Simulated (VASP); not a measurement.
Here is a VASP 6.6.1 calculation.

File run.py:

```python
from ase import Atoms
from ase.calculators.vasp import Vasp
from ase.dft.bandgap import bandgap

atoms = Atoms(
    ['Fe', 'O'],
    cell=[[0.0, 2.1554, 2.1554], [2.1554, 0.0, 2.1554], [2.1554, 2.1554, 0.0]],
    scaled_positions=[[0.0, 0.0, 0.0], [0.5, 0.5, 0.5]],
    pbc=True,
)
atoms.set_initial_magnetic_moments([3.0, 0.0])
calc = Vasp(
    directory='calc',
    xc='pbe',
    pp='PBE',
    setups='minimal',
    prec='Accurate',
    encut=500,
    ediff=1e-06,
    ismear=0,
    sigma=0.1,
    lreal=False,
    lasph=True,
    nelm=150,
    algo='Normal',
    isif=2,
    lwave=False,
    lcharg=False,
    ispin=2,
    lorbit=11,
    lmaxmix=4,
    kpts=[11, 11, 11],
    gamma=True,
    nbands=18,
)
atoms.calc = calc

print('energy (eV):', atoms.get_potential_energy())
print('free energy (eV):', atoms.get_potential_energy(force_consistent=True))
print('forces (eV/A):')
print(atoms.get_forces())
print('stress (eV/A^3, Voigt):', atoms.get_stress())
print('Fermi level (eV):', calc.get_fermi_level())
print('moment (muB):', atoms.get_magnetic_moment())
print('site moments (muB):', atoms.get_magnetic_moments())
gap, top, bottom = bandgap(calc)
print('band gap (eV):', gap, 'from (spin, k, band)', top, 'to', bottom)
```

Potentials or basis: VASP PAW PBE potentials, release 64 (Fe, O).

Command:

```sh
$ python run.py
```

(1) Predict the pressure.

(2) Estimate the site moments.

(3) Estimate the net moment.

(4) Estimate the band gap on the k mesh.

Answers

(1) -0.3 GPa.

(2) Fe +3.62; O +0.30 μB.

(3) 4.00 μB per cell.

(4) none (metal or under the smearing width).

Caveat: a cell with one magnetic atom can't hold antiferromagnetic order, which such compounds often take; semilocal functionals often make such compounds metallic where correlation or magnetic order opens a gap, which also shifts bond lengths.

The gap isn't set beside the measured one, since this odd mesh misses points on the zone boundary.
